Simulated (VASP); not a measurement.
# SiC (Moissanite): how numerical settings change the zone-centre modes, part 3 of 3

Aim: test the modes of SiC (Moissanite) against the numerical settings. The starting structure is a measured crystal structure from the Crystallography Open Database.

VASP 6.6.1.

Results so far: reference B1 (2) 840.5 cm⁻¹; a 6×6×4 mesh B1 (2) 840.3 cm⁻¹; a cutoff of 400 eV B1 (2) 838.5 cm⁻¹.

## Step 5: Modes with a 16×16×8 mesh

Level of this step: LDA; plane waves and PAW (Si, C) (VASP).

Against step 2 the input has a 16×16×8 mesh.

Contents of INCAR:

```
SYSTEM = SiC
PREC = Accurate
ENCUT = 520
EDIFF = 1E-08
NELM = 100
ISMEAR = 0
SIGMA = 0.03
LREAL = .FALSE.
ALGO = Normal
GGA = CA
NBANDS = 14
LORBIT = 11
LWAVE = .FALSE.
LCHARG = .FALSE.
KPAR = 8
IBRION = 8
LEPSILON = .TRUE.
LPEAD = .TRUE.
ISIF = 2
```

Contents of POSCAR:

```
SiC
1.0
    3.0580883953      0.0000000000      0.0000000000
   -1.5290441976      2.6483822373      0.0000000000
    0.0000000000      0.0000000000      5.0190806236
Si C
2 2
Direct
    0.6666666667      0.3333333333      0.5046005286
    0.3333333333      0.6666666667      0.0046005286
    0.6666666667      0.3333333333      0.8803994714
    0.3333333333      0.6666666667      0.3803994714
```

Contents of KPOINTS:

```
Automatic mesh
0
Gamma
16 16 8
0 0 0
```

PAW data sets: Si and C (LDA family, release 64).

Run with:

```bash
$ mpirun -np 8 vasp_std
```

The log of the run:

```text
[... set-up lines as in an earlier step ...]
 entering main loop
       N       E                     dE             d eps       ncg     rms          rms(c)
DAV:   1     0.267765702460E+02    0.26777E+02   -0.73009E+03  4200   0.102E+03
DAV:   2    -0.345854995910E+02   -0.61362E+02   -0.55595E+02  5880   0.173E+02
DAV:   3    -0.374438917774E+02   -0.28584E+01   -0.28429E+01  5838   0.352E+01
DAV:   4    -0.374712514834E+02   -0.27360E-01   -0.27355E-01  4764   0.425E+00
[...]
DAV:  13    -0.332760659566E+02    0.33648E-06   -0.12879E-06  5598   0.670E-03    0.140E-03
DAV:  14    -0.332760659746E+02   -0.17943E-07   -0.56398E-08  4992   0.188E-03    0.577E-04
DAV:  15    -0.332760659783E+02   -0.37508E-08   -0.57087E-10  3174   0.209E-04
   1 F= -.33276066E+02 E0= -.33276066E+02  d E =-.730868E-17
 Linear response reoptimize wavefunctions to high precision
DAV:   1    -0.332760659788E+02   -0.45497E-09   -0.33831E-10  3708   0.123E-04
DAV:   2    -0.332760659788E+02    0.59117E-11   -0.42938E-11  2748   0.543E-05
 Linear response to external field (no local field effect), progress :
[...]
RMM:  12    -0.125324446452E+00   -0.99243E-08    0.11969E-08 49748   0.104E-05    0.364E-07
 first order change of Fermi-energy  -0.11461E-04
 force on displaced ion       3 direction 1 : -19.832   0.001  -0.000
 Born effective charge ion    3 direction 1 :  -2.675  -0.000  -0.000
 Linear response progress:
  Degree of freedom:   4/  4
       N       E                     dE             d eps       ncg     rms          rms(c)
RMM:   1    -0.140101493708E+00   -0.14010E+00    0.84052E-02 12811   0.217E+00
RMM:   2    -0.134901132756E+00    0.52004E-02   -0.24886E-03  9836   0.463E-01    0.227E-01
RMM:   3    -0.134408547900E+00    0.49258E-03   -0.25358E-03 10161   0.245E-01    0.112E-01
RMM:   4    -0.134993262360E+00   -0.58471E-03   -0.56537E-04 10156   0.122E-01    0.397E-02
[...]
RMM:  11    -0.135190334317E+00   -0.50395E-07   -0.23797E-08 11493   0.362E-05    0.419E-06
RMM:  12    -0.135190321447E+00    0.12870E-07    0.28518E-08 11096   0.143E-05    0.176E-06
RMM:  13    -0.135190321912E+00   -0.46575E-09    0.85406E-09 10313   0.850E-06    0.937E-07
 first order change of Fermi-energy   0.13229E+01
 force on displaced ion       3 direction 3 :   0.000  -0.000 -24.759
 Born effective charge ion    3 direction 3 :   0.000   0.000  -2.874
 Born effective charges drift removed
 Linear response finished
```

It took 16 min on 8 MPI ranks of AMD EPYC 7R43, shared host; peak memory 10 GiB; 2.2 h of CPU time.

From OUTCAR (step 5):

```text
  Total        0.0024510      0.0024510      0.0025603      0.0000000      0.0000000      0.0000000
  in kB        0.0966050      0.0966050      0.1009125      0.0000000      0.0000000      0.0000000
  external PRESSURE =       0.0980409 kB  Pullay stress =       0.0000000 kB

 POSITION                                       TOTAL-FORCE (eV/Angst)
 -----------------------------------------------------------------------------------
      1.52904      0.88279      2.53263        -0.000000      0.000000     -0.000100
     -0.00000      1.76559      0.02309         0.000000     -0.000000     -0.000100
      1.52904      0.88279      4.41880        -0.000000      0.000000      0.000100
     -0.00000      1.76559      1.90926         0.000000      0.000000      0.000100
 -----------------------------------------------------------------------------------
    total drift:                               -0.000000      0.000000     -0.000094

 MACROSCOPIC STATIC DIELECTRIC TENSOR (including local field effects in DFT)
 ------------------------------------------------------
           6.900802     0.000000     0.000000
           0.000000     6.900802     0.000000
           0.000000     0.000000     7.260630
 ------------------------------------------------------

 MACROSCOPIC STATIC DIELECTRIC TENSOR IONIC CONTRIBUTION
 ------------------------------------------------------
           3.219251     0.000000     0.000000
           0.000000     3.219251    -0.000000
           0.000000    -0.000000     4.013695
 ------------------------------------------------------

[... 1 part as in an earlier step ...]

[... 1 further part left out ...]
```

With a 16×16×8 mesh the modes are at the top B1 (2) 840.3, E1 799.8 cm⁻¹, at the bottom B1 (1) 597.8, E2 (1) 257.9 cm⁻¹, with 2 more of the listed ones between; the largest shift is -0.2 cm⁻¹, in B1 (2), from the reference.

## Step 6: Modes with finite displacements

Against step 2 the input has IBRION = 6, NFREE = 2, POTIM = 0.015, no LEPSILON and no LPEAD (also changed: NSW).

INCAR, as its differences from that of step 5:

```diff
@@ -15,5 +15,6 @@
 KPAR = 8
-IBRION = 8
-LEPSILON = .TRUE.
-LPEAD = .TRUE.
+IBRION = 6
+NFREE = 2
+POTIM = 0.015
+NSW = 1
 ISIF = 2
```

POSCAR is that of step 5.

Contents of KPOINTS:

```
Automatic mesh
0
Gamma
12 12 6
0 0 0
```

Run with:

```bash
$ mpirun -np 8 vasp_std
```

The log of the run:

```text
[... set-up lines as in an earlier step ...]
 entering main loop
       N       E                     dE             d eps       ncg     rms          rms(c)
[... 15 cycles as in an earlier step ...]
   1 F= -.33276045E+02 E0= -.33276045E+02  d E =-.878041E-23
[... from here on, the cycles between the ionic steps are left out ...]
   2 F= -.33273748E+02 E0= -.33273748E+02  d E =-.759818E-19
   3 F= -.33273748E+02 E0= -.33273748E+02  d E =-.760064E-19
   4 F= -.33272887E+02 E0= -.33272887E+02  d E =-.107400E-17
   5 F= -.33272990E+02 E0= -.33272990E+02  d E =-.724016E-12
   6 F= -.33273814E+02 E0= -.33273814E+02  d E =-.976070E-21
   7 F= -.33273814E+02 E0= -.33273814E+02  d E =-.962439E-21
   8 F= -.33273306E+02 E0= -.33273306E+02  d E =-.216272E-12
   9 F= -.33273215E+02 E0= -.33273215E+02  d E =-.271983E-18
 Finite differences progress:
  Degree of freedom:   4/  4
  Displacement:        2/  2
  Total:               8/  8
```

Wall time 3.1 min (8 MPI ranks); peak memory 3.5 GiB; 24 min of CPU time.

Parts of OUTCAR (step 6):

```text
  Total       -0.0750625     -0.0750625      0.1630775     -0.0000000      0.0000000      0.0000000
  in kB       -2.9585503     -2.9585503      6.4276150     -0.0000000      0.0000000      0.0000000
  external PRESSURE =       0.1701715 kB  Pullay stress =       0.0000000 kB

 POSITION                                       TOTAL-FORCE (eV/Angst)
 -----------------------------------------------------------------------------------
      1.52904      0.88279      2.53263         0.000000      0.000000     -0.142550
     -0.00000      1.76559      0.02309        -0.000000      0.000000     -0.141635
      1.52904      0.88279      4.40380         0.000000     -0.000000      0.380027
     -0.00000      1.76559      1.90926        -0.000000      0.000000     -0.095842
 -----------------------------------------------------------------------------------
    total drift:                               -0.000000     -0.000000     -0.000201

  FREE ENERGIE OF THE ION-ELECTRON SYSTEM (eV)
  ---------------------------------------------------
  free  energy   TOTEN  =       -33.2732154177 eV

  energy  without entropy=      -33.2732154177  energy(sigma->0) =      -33.27321542

[... 2 parts as in an earlier step ...]

[... 1 further part left out ...]
[key lines of the parts left out:]
E-fermi :   8.6058
```

The last energy, forces and stress in OUTCAR belong to the last displaced cell, not to that of POSCAR.

With finite displacements the modes are at the top B1 (2) 839.9, E1 799.7 cm⁻¹, at the bottom B1 (1) 597.5, E2 (1) 257.9 cm⁻¹, with 2 more of the listed ones between; the largest shift is -0.6 cm⁻¹, in B1 (2), from the reference.

## Step 7: All runs side by side

```tsv
run	B1 (2)	E1	A1	E2 (2)	B1 (1)	E2 (1)	method	core minutes
reference	840.5	799.9	769.8	766.4	597.9	257.9	perturbation theory	83.0
a 6×6×4 mesh	840.3	800.5	769.6	766.5	598.8	257.4	perturbation theory	22.4
a cutoff of 400 eV	838.5	799.5	769.3	765.6	597.7	257.8	perturbation theory	51.6
a 16×16×8 mesh	840.3	799.8	769.8	766.3	597.8	257.9	perturbation theory	130.0
finite displacements	839.9	799.7	769.9	766.5	597.5	257.9	finite displacements	24.5
```

Modes are in cm⁻¹, degenerate ones as one, matched between runs by symmetry and order. A number in brackets counts the listed modes of one symmetry from the lowest. The symmetry labels come from an automatic analysis and can be wrong where levels nearly coincide. Core minutes are wall time times ranks of the run shown, on a shared host.

## Step 8: Results

| Quantity | Value |
| --- | --- |
| B1 (2), reference | 840.5 cm⁻¹ |
| E2 (1), reference | 257.9 cm⁻¹ |
| B1 (2), a 6×6×4 mesh | 840.3 cm⁻¹ |
| E2 (1), a 6×6×4 mesh | 257.4 cm⁻¹ |
| B1 (2), a cutoff of 400 eV | 838.5 cm⁻¹ |
| E2 (1), a cutoff of 400 eV | 257.8 cm⁻¹ |
| B1 (2), a 16×16×8 mesh | 840.3 cm⁻¹ |
| E2 (1), a 16×16×8 mesh | 257.9 cm⁻¹ |
| B1 (2), finite displacements | 839.9 cm⁻¹ |
| E2 (1), finite displacements | 257.9 cm⁻¹ |

What this shows: The largest change comes with a cutoff of 400 eV: -2.0 cm⁻¹ in B1 (2). On finer settings the modes change by up to -0.2 cm⁻¹ in B1 (2) with a 16×16×8 mesh. Other changes move the modes by more: +0.9 cm⁻¹ in B1 (1) with a 6×6×4 mesh, -2.0 cm⁻¹ in B1 (2) with a cutoff of 400 eV and -0.6 cm⁻¹ in B1 (2) with finite displacements. The dielectric constants and Born charges in the logs aren't compared here; at a small gap they can be far off, and in a run without a gap they mean nothing. The frequencies are harmonic, and the splitting of polar modes by their long-range field is left out. Further runs on this material are not shown.

[Lines on the potential files, build, host, timing and source positions are cut from VASP's logs without a mark.]

[Logs are printed without paths, hosts, clocks, repeated set-up lines and the standing remarks that a program may print on its own settings, such as how far it seeks lower states.]

[Hosts, paths, dates, database ids (printed as entryN), source tags and the programs' standing remarks are cut or masked in the printed files.]
